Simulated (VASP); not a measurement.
Crystal: W.

```xyz
1
Lattice="-1.5823 1.5823 1.5823 1.5823 -1.5823 1.5823 1.5823 1.5823 -1.5823" Properties=species:S:1:pos:R:3 pbc="T T T"
W     0.0000    0.0000    0.0000
```

| Quantity | Value |
| --- | --- |
| Program | VASP 6.6.1 |
| Task | single point |
| Functional | PBE |
| Potentials or basis | VASP PAW PBE potentials, release 64 (W_sv) |
| Cutoff | 520 eV |
| k mesh | 12 × 12 × 12 |
| Occupations | fermi-dirac, width 0.05 eV |
| Spin | no spin polarisation |

On this cell: pressure 6.4 GPa; band gap on the k mesh none (metal or under the smearing width).

The same run follows on a disturbed copy (cell strained at random at fixed volume):

```
CELL_PARAMETERS angstrom
-1.54480 1.61508 1.63102
1.57115 -1.54525 1.58754
1.54570 1.54614 -1.56120
ATOMIC_POSITIONS crystal
W 0.01093 0.00770 0.02297
```

Q: What does the disturbed cell give?

A: The energy (extrapolated to zero smearing) moves by +23.4 meV/atom; pressure 6.7 GPa; band gap on the k mesh none (metal or under the smearing width).

Stress tensor (GPa, compression positive):
```
12.33  0.63 -2.21
 0.63  6.56 -6.39
-2.21 -6.39  1.11
```
